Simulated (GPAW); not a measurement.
Crystal: BAs.

```
As B
1.0
     0.00000    2.38850    2.38850
     2.38850    0.00000    2.38850
     2.38850    2.38850    0.00000
As B
1 1
Direct
  0.75000 0.75000 0.75000
  0.00000 0.00000 0.00000
```

| Item | Value |
| --- | --- |
| Program | GPAW 26.7.0 |
| Task | single point |
| Functional | PBEsol |
| Potentials or basis | PAW data sets generated in the run's folder for this functional |
| Cutoff | 800 eV |
| Basis | pw |
| k mesh | 10 × 10 × 10 |
| Occupations | fermi-dirac, width 0.05 eV |
| Spin | no spin polarisation |

On this cell: pressure -0.3 GPa; largest force zero by symmetry; band gap on the k mesh 1.08 eV, indirect (least direct gap 3.26 eV).

The same run follows on a disturbed copy (atoms moved at random, drawn with an rms of 0.05 Å):

```xyz
2
Lattice="0.0000 2.3885 2.3885 2.3885 0.0000 2.3885 2.3885 2.3885 0.0000" Properties=species:S:1:pos:R:3 pbc="T T T"
As    3.5380    3.5381    3.5809
B    -0.0887   -0.0276   -0.0453
```

Task: What does the disturbed cell give?

Result: The energy moves by +16.4 meV/atom; pressure 0.0 GPa; largest force 1.001 eV/Å; band gap on the k mesh 0.55 eV, indirect (least direct gap 2.37 eV).

Forces in eV/Å, atoms in the order of the input:
```
As  -0.699  0.195 -0.689
B    0.699 -0.195  0.689
```

Stress tensor (GPa, compression positive):
```
-0.07  1.82 -0.46
 1.82  0.08  1.84
-0.46  1.84 -0.07
```

A k mesh can miss the band edges.
